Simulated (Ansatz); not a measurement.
A crystal relaxed with r2SCAN in the plane-wave code Ansatz has space group Fm-3m (No. 225) and a = 5.544 Å.

```csv
atom,site,x,y,z
Ba,4a,0.0000,0.0000,0.0000
Xx,4b,0.5000,0.0000,0.0000
```

r2SCAN gives a direct gap of 2.38 eV at X. The HSE06 gap is direct at X: 3.32 eV. With PBE the gap is 2.05 eV and direct, at X. Meshes: r2SCAN 8×8×8, HSE06 6×6×6, PBE 8×8×8. r2SCAN's ε∞ is 3.9 in all directions.

Problem. Which element is Xx?
A. O
B. Se
C. S
D. Te

Solution. A. Xx is O: rocksalt BaO. Ba is surrounded by 6 O at 2.77 Å; O is surrounded by 6 Ba at 2.77 Å.

The values are computed, spin-unpolarised, and not measurements.

Spin-orbit coupling is left out.

The meshes of the hybrids are coarse, so their gaps aren't converged to the digits shown.
